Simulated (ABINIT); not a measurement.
Here is an ABINIT 10.8.3 (patched build) calculation.

run.abi

```
# Pseudopotentials
pp_dirpath "./"
pseudos "Mn.upf, S.upf"

# Structure
acell 3*1.0
rprim
     0.0000000000     4.6741684414     4.6741684414
     4.6741684414     0.0000000000     4.6741684414
     4.6741684414     4.6741684414     0.0000000000
ntypat 2
znucl 25 16
natom 2
typat 1 2
chkprim 0
chksymtnons 0
tolsym 1.0e-6
xred
            0.0            0.0            0.0
            3/4            3/4            3/4

# Plane-wave basis
ecut 48.0
ecutsm 0.5

# k points
kptopt 1
ngkpt 7 7 7
nshiftk 1
shiftk 0.0 0.0 0.0

# Exchange and correlation
ixc -116133

# Bands and occupations
nband 16
occopt 3
tsmear 0.00183747

# Spin
nsppol 2
spinat
     0.0000000000     0.0000000000     4.0000000000
     0.0000000000     0.0000000000     0.0000000000

# SCF cycle
nstep 80
tolvrs 1.0e-12

# Output
iomode 3
prteig 0
prtebands 0
prtwf 0
prtden 0

# Relaxation
ionmov 2
optcell 2
ntime 50
tolmxf 2.0e-5
dilatmx 1.08
```

Potentials or basis: PseudoDojo NC SR PBEsol v0.4.1 standard.

Launch:

```sh
$ mpirun --bind-to none -np 4 abinit run.abi > log 2>&1
```

Problem. Predict the relaxed volume.

Solution. 14.82 Å³/atom.

Problem. Predict the band gap on the k mesh.

Solution. None (metal or under the smearing width).

Problem. Estimate the site moments.

Solution. Mn +0.25; S -0.00 μB.

Step by step:
```tsv
step	energy change (eV)	largest force (eV/Å)	pressure (GPa)	volume (Å³)
1	0.0000	0.0000	-3.04	30.27
2	-0.0042	0.0000	-1.74	29.98
3	-0.0061	0.0000	0.05	29.62
4	-0.0061	0.0000	0.00	29.63
```

Caveat: the moment fell far below its start of 4 μB, so a state of higher moment may lie lower in energy; semilocal functionals often make such compounds metallic where correlation or magnetic order opens a gap, which also shifts bond lengths. With open d or f shells a metallic result of PBEsol can be an artefact of self-interaction; +U or a hybrid may open a gap.
